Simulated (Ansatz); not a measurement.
**Aluminium, hcp: HSE06 after PBE**

Aim: see what exact exchange does to the levels, and what it costs. Spin polarisation is left out. The geometry was relaxed under PBE beforehand and is kept. Exact exchange is dear, so the k-mesh is coarse, and PBE is run on the same mesh for comparison.

Computed with Ansatz 0.2.0 (DFT, plane waves (420 eV) with PBE-made PAW files, scalar-relativistic; functionals as named at each step, unless a step says otherwise).

### 1 The starting structure

It takes space group P6_3/mmc (No. 194, hexagonal). The conventional cell has a = 2.878 Å, b = 2.878 Å, c = 4.636 Å, α = 90.00°, β = 90.00°, γ = 120.00°. Al (site symmetry -6m2) is surrounded by 12 Al at 2.85 to 2.88 Å.

Structure file:

```cif
data_structure
_symmetry_space_group_name_H-M 'P6_3/mmc'
_symmetry_Int_Tables_number 194
_cell_length_a 2.8776
_cell_length_b 2.8776
_cell_length_c 4.6361
_cell_angle_alpha 90.000
_cell_angle_beta 90.000
_cell_angle_gamma 120.000
_cell_volume 33.25
loop_
_atom_site_label
_atom_site_type_symbol
_atom_site_symmetry_multiplicity
_atom_site_Wyckoff_symbol
_atom_site_fract_x
_atom_site_fract_y
_atom_site_fract_z
_atom_site_occupancy
Al1 Al 2 c 0.33333 0.66667 0.25000 1
```

### 2 PBE on the coarse mesh

The run with PBE.

File input.yaml:

```yaml
crystal:
  lattice:
    - [2.8776024221, 0.0, 0.0]
    - [-1.4388012111, 2.4920767995, 0.0]
    - [0.0, 0.0, 4.6361294336]
  atoms:
    - { symbol: Al, position: [0.3333333333, 0.6666666667, 0.25] }
    - { symbol: Al, position: [0.6666666667, 0.3333333333, 0.75] }
hamiltonian:
  xc: pbe
  pseudopotentials:
    kind: paw
    azcp:
      Al: "pseudopotentials/Al.paw.azcp"
basis:
  ecutwfc: 420
  fft_grid_basis: typed
kpoints:
  mp_grid: { grid: [7, 7, 4], shift: [0, 0, 0] }
magnetization:
  spin_polarized: false
scf:
  occupations: { method: fermi_dirac, width: 0.1 }
```

On the command line:

```
$ ansatz run input.yaml --threads 4 --pin off --max-ram 8192MiB --backend cpu --events-out ev --progress --plain --runs-dir out
```

Log (excerpt; [...] marks lines left out):

```text
Warning: RAYON_NUM_THREADS=4 ignored (pool sized by the plan → 4); use --threads N
[...]
Pseudopotentials: kind: paw
Pseudopotential: Al, paw, valence charge 3, recommended cutoff 420 eV (normal), <dir>
Functional definition: PBE
[...]
Crystal: 2 atoms, lattice volume = 33.247 Å³
Basis set: ecut = 420 eV, 639 PW (Γ)
Bands: 7, of which v1, the nominal top of the filled ones, is band 3 counted from 1 (2 counted from 0)
Symmetry: 24 space group operations
Space group: P63/mmc (ITA 194), of the structure as read, at distance tolerance 3.2e-5 Å
k-points: 24 of 196
[...]
SCF iter   1: F=—  HF=-1074.968746 eV  |F-HF|=—  |Δ(HF+E_count)|=         —  Δρ=1.67e-3  dr2=1.10e-3  ethr=1.77e-3  ⟨swp⟩=5.3  Hψ=1404  notcnv=0
[...]
SCF iter   6: F=-1074.968504 eV  HF=-1074.968504 eV  |F-HF|=4.55e-13  |Δ(HF+E_count)|=  1.21e-11  Δρ=2.77e-8  dr2=1.81e-13  ethr=1.16e-12  ⟨swp⟩=1.0  Hψ=478  notcnv=0
[...]
SCF converged after 6 iterations
Free energy (F): -1074.968504 eV
[...]
E sigma→0 (E₀):  -1074.956741 eV
Entropy (-TS):   -0.023526 eV (-11.763 meV/atom)
Fermi energy:    7.816299 eV
[...]
```

Wall time 0.23 s (4 threads of Arm Neoverse V1, shared host); peak memory 0.24 GiB.

### 3 HSE06, coarse mesh

The run with HSE06.

input.yaml, as its differences from that of step 2:

```diff
@@ -9,3 +9,3 @@
 hamiltonian:
-  xc: pbe
+  xc: hse06
   pseudopotentials:
@@ -23 +23,6 @@
   occupations: { method: fermi_dirac, width: 0.1 }
+output:
+  write_density: true
+  write_potential: true
+  elf: true
+  volumetric_format: npy
```

On the command line:

```
$ ansatz run input.yaml --threads 4 --pin off --max-ram 8192MiB --backend cpu --events-out ev --progress --plain --runs-dir out
```

Log (excerpt; [...] marks lines left out):

```text
Warning: RAYON_NUM_THREADS=4 ignored (pool sized by the plan → 4); use --threads N
[...]
[... 2 set-up lines as earlier in the session ...]
Functional definition: HSE06
[...]
Crystal: 2 atoms, lattice volume = 33.247 Å³
Basis set: ecut = 420 eV, 639 PW (Γ)
Bands: 7, of which v1, the nominal top of the filled ones, is band 3 counted from 1 (2 counted from 0)
[... 2 set-up lines as earlier in the session ...]
k-points: 24 of 196
[...]
SCF iter   1: F=—  HF=-1074.963494 eV  |F-HF|=—  |Δ(HF+E_count)|=         —  Δρ=1.58e-3  dr2=9.78e-4  ethr=1.77e-3  ⟨swp⟩=8.9  Hψ=1048  notcnv=0
[...]
Frozen-core exchange: fock
[...]
SCF 2 stopped early in 6 iterations: F = -1075.642572 eV  dr2 = 1.44e-7
hybrid outer 1: dexx = +5.680e-4 eV, tail = 6.46e-7 eV
[...]
Frozen-core exchange: fock
[...]
hybrid outer 2: dexx = +1.695e-9 eV, tail = 1.06e-9 eV, Δε = 5.72e-4 eV (about 3.67e-5 eV left of the loop's levels)
at 1 of the mixer's solves, all of them in the SCFs whose states led to this one, it left a direction of its history that read negative out of its fit and stepped the other way along it
hybrid SCF converged: 2 outer / 8 inner (+5 warm-up), last move |dexx| = 1.69e-9 eV, tail = 1.06e-9 eV
Stability not checked: this state was not tested for a lower state beside it, because the functional holds exact exchange (a hybrid, or Hartree-Fock), whose exchange loop this test does not read (fock_operator; see scf.lower_state_search)
Free energy (F): -1075.642573 eV
Frozen-core exchange: fock
[...]
E sigma→0 (E₀):  -1075.632753 eV
Entropy (-TS):   -0.019639 eV (-9.820 meV/atom)
Fermi energy:    7.859321 eV
[...]
--- Band table (eV; the first three rows and the last of 24) ---
  k-point 0: bands = ["-4.7458", "2.6961", "3.0741", "19.0905", "19.0905", "19.4856", "19.4856"]
[...]
```

Run time: 2.9 s. Hardware: 4 threads of Arm Neoverse V1, shared host; peak memory 0.66 GiB.

Density in a lattice plane of the grid's cell (edges 2.88 and 4.64 Å, at 0.333 of the third edge), which holds Al.

Values in e/Å³, 12 rows by 8 columns:
```
0.19 0.17 0.18 0.20 0.21 0.19 0.19 0.21
0.21 0.19 0.19 0.20 0.14 0.08 0.09 0.16
0.21 0.20 0.20 0.19 0.10 0.06 0.07 0.13
0.21 0.19 0.19 0.20 0.14 0.08 0.09 0.16
0.19 0.17 0.18 0.20 0.21 0.19 0.19 0.21
0.18 0.17 0.17 0.18 0.20 0.21 0.21 0.20
0.19 0.19 0.19 0.19 0.19 0.19 0.19 0.19
0.21 0.20 0.20 0.21 0.20 0.18 0.19 0.20
0.21 0.19 0.20 0.21 0.20 0.19 0.19 0.21
0.21 0.20 0.20 0.21 0.20 0.18 0.19 0.20
0.19 0.19 0.19 0.19 0.19 0.19 0.19 0.19
0.18 0.17 0.17 0.18 0.20 0.21 0.21 0.20
```
Columns run along the first of these edges and rows up along the second, over one cell in 8 and 12 even steps from the bottom left corner. Atoms in the plane (fractional): Al at (0.67, 0.75).

ELF in the same plane.

Ten even steps from ' ' (0.05) to '@' (0.62):
```
%%######%%%%@@@@@@@@@@@@@@@@
@@%%####%%@@%%##++====**%%@@
@@@@%%%%@@@@**--      ..==%%
@@@@@@@@@@%%==    ....  ..**
@@@@@@@@@@%%--  ..--::    ++
@@@@@@@@@@%%==    ....  ..**
@@@@%%%%@@@@**--      ..==%%
@@%%####%%@@%%##++====**%%@@
%%######%%%%@@@@@@@@@@@@@@@@
%%########%%@@@@@@@@@@@@@@%%
%%%%%%%%%%%%%%%%@@@@@@@@%%%%
@@%%%%%%%%@@@@%%%%%%%%%%%%@@
@@%%%%%%@@@@@@%%%%%%%%%%@@@@
@@%%####%%@@@@@@%%%%%%%%@@@@
@@%%####%%@@@@@@%%%%%%@@@@@@
@@%%####%%@@@@@@%%%%%%%%@@@@
@@%%%%%%@@@@@@%%%%%%%%%%@@@@
@@%%%%%%%%@@@@%%%%%%%%%%%%@@
%%%%%%%%%%%%%%%%@@@@@@@@%%%%
%%########%%@@@@@@@@@@@@@@%%
```
Columns run along the first of these edges and rows up along the second, over one cell in 14 and 20 even steps from the bottom left corner. Atoms in the plane (fractional): Al at (0.67, 0.75).

Both are smooth fields of the valence electrons: close to the nuclei they are not physical.

Outside the cores ELF peaks at 0.63 on the Al–Al line, 1.1 Å from Al; 0.62 in the shell around Al, 1.1 Å from Al.

### 4 The functionals compared

| functional | gap on the mesh | Fermi energy (eV) | SCF cycles | exchange loops | CPU time |
| --- | --- | --- | --- | --- | --- |
| PBE | none (levels filled in part) | 7.816 | 6 | - | 0.54 s |
| HSE06 | none (levels filled in part) | 7.859 | 13 | 2 | 8.6 s |

### 5 Summary of results

```
                         quantity                         value
                         PBE: gap  none (levels filled in part)
                       HSE06: gap  none (levels filled in part)
HSE06: SCF cycles, exchange loops                         13, 2
 HSE06: CPU time over that of PBE                            16
           HSE06: relative to fcc                  +55 meV/atom
```

Both PBE and HSE06 leave levels filled in part. The hybrid took 16 times as much CPU time as PBE on the same settings. HSE06 needed 2 outer loops of the exchange operator. To compare with dense-mesh energies, the change of PBE from this mesh and smearing to its dense run (+10.2 meV/atom, from a run not shown) is added. Under HSE06 it lies 55 meV/atom above fcc (computed apart in the same way); on such meshes a few tens of meV are uncertain for metals. The total energies in the logs cannot be compared from one functional to another.
